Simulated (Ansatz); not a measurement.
# TiO2: the cost of one run

All numbers below are computed with Ansatz 0.2.0 (DFT PBEsol, scalar-relativistic, plane waves, PAW).

4 further runs of the same task are left out: 4 set aside as unsound or not needed. Runs told in other sessions of the task aren't counted.

## Step 1: The starting structure

The cell holds 30 atoms (O20SbTi9): a = 7.639 Å, b = 7.639 Å, c = 7.639 Å, α = 102.54°, β = 113.04°, γ = 113.04°.

Coordinates:

```xyz
30
Lattice="-5.6532 1.8844 -4.7792 -1.8844 -5.6532 4.7792 1.8844 5.6532 4.7792" Properties=species:S:1:pos:R:3 pbc="T T T"
Sb   -1.8844    1.8844    4.7792
Ti    0.0000    0.0000    0.0000
Ti   -3.7688    3.7688    0.0000
Ti   -3.7688    0.0000    0.0000
Ti   -1.8844   -1.8844    4.7792
Ti   -3.7688    1.8844    2.3896
Ti   -1.8844    0.0000    7.1687
Ti    0.0000    1.8844    2.3896
Ti   -5.6532    0.0000   -2.3896
Ti   -3.7688   -1.8844    2.3896
O    -3.7688    1.8844    4.3723
O    -1.8844    0.0000   -0.4069
O     0.0000    1.8844    4.3723
O    -5.6532    0.0000   -0.4069
O    -3.7688   -1.8844    4.3723
O    -3.7688    0.0000    1.9827
O     0.0000    3.7688    1.9827
O    -5.6532    1.8844   -2.7965
O    -3.7688    3.7688    1.9827
O    -3.7688   -3.7688    1.9827
O    -3.7688    1.8844    0.4069
O    -1.8844    0.0000    5.1860
O    -1.8844   -3.7688    5.1860
O    -3.7688    5.6532    0.4069
O    -3.7688   -1.8844    0.4069
O    -1.8844    1.8844    2.7965
O    -5.6532    1.8844    2.7965
O    -5.6532   -1.8844    2.7965
O    -1.8844    5.6532    2.7965
O    -1.8844   -1.8844    2.7965
```

The host was relaxed before at PBEsol: a = 3.769 Å, b = 3.769 Å, c = 9.558 Å, α = 90.00°, β = 90.00°, γ = 90.00° (conventional cell), 11.314 Å³/atom.

Places, in fractions of the supercell: Sb in place of Ti at (0.400, 0.600, 0.800). The start keeps the symmetry of the ideal site.

## Step 2: Band edges of the host over the zone

Contents of input.yaml:

```yaml
crystal:
  lattice:
    - [-1.8843961947, 1.8843961947, 4.7791519191]
    - [1.8843961947, -1.8843961947, 4.7791519191]
    - [1.8843961947, 1.8843961947, -4.7791519191]
  atoms:
    - { symbol: Ti, position: [0.0, 0.0, 0.0] }
    - { symbol: Ti, position: [0.75, 0.25, 0.5] }
    - { symbol: O, position: [0.9574304757, 0.4574304757, 0.5] }
    - { symbol: O, position: [0.2074304757, 0.2074304757, 0.0] }
    - { symbol: O, position: [0.5425695243, 0.0425695243, 0.5] }
    - { symbol: O, position: [0.7925695243, 0.7925695243, 0.0] }
basis:
  ecutwfc: 420
  xc_grid: 2
kpoints:
  mp_grid: { grid: [10, 10, 10] }
  band_path: { path: [VBM, CBM], npoints: 2 }
hamiltonian:
  xc: pbesol
scf:
  occupations: { method: gaussian, width: 0.02 }
output:
  forces: true
  stress: true
  eigenvalues: true
```

Run with:

```console
$ ansatz run input.yaml --threads 8 --pin off --max-ram 16384MiB --backend cpu --events-out ev --progress --plain --runs-dir out
```

Q: Estimate wall time and peak memory on 8 threads of Arm Neoverse V1, shared host.

About 3.2 s, with a peak of 0.53 GiB.
